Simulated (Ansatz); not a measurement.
Response to strain in TlCl

Take TlCl in the CsCl type structure (space group Pm-3m, No. 221) as the base.

```
TlCl
1.0
    3.76921     0.00000     0.00000
    0.00000     3.76921     0.00000
    0.00000     0.00000     3.76921
Tl Cl
1 1
Direct
  0.00000   0.00000   0.00000
  0.50000   0.50000   0.50000
```

Cartesian axes are those of the cell as printed.

Strains are applied to the cell and any free atomic positions relax; under biaxial strain the out-of-plane vector relaxes too.

All numbers come from PBEsol in Ansatz (plane waves to 420 eV, PAW, no SOC).

Notes on the quantities. energy relative to the base: free energy F.

```csv
"biaxial strain, plane normal [111], relaxed out of plane (%)",energy relative to the base (meV/atom)
-2.5,4.6
-2.08,3.2
-1.67,2.0
-1.25,?
-0.83,0.5
-0.42,0.1
0,0.0
```

Problem. Fit ΔE = Aε² + Bε³ (ε in %) to the rows shown and predict the withheld row.

Solution. Least squares on the printed values gives A = 0.703 and B = -0.014 meV/atom (largest residual 0.0 meV/atom); this predicts 1.1 meV/atom, and the run gives 1.1 meV/atom, in agreement.

Stability against distortions was not tested.

Ansatz is a first-principles code.
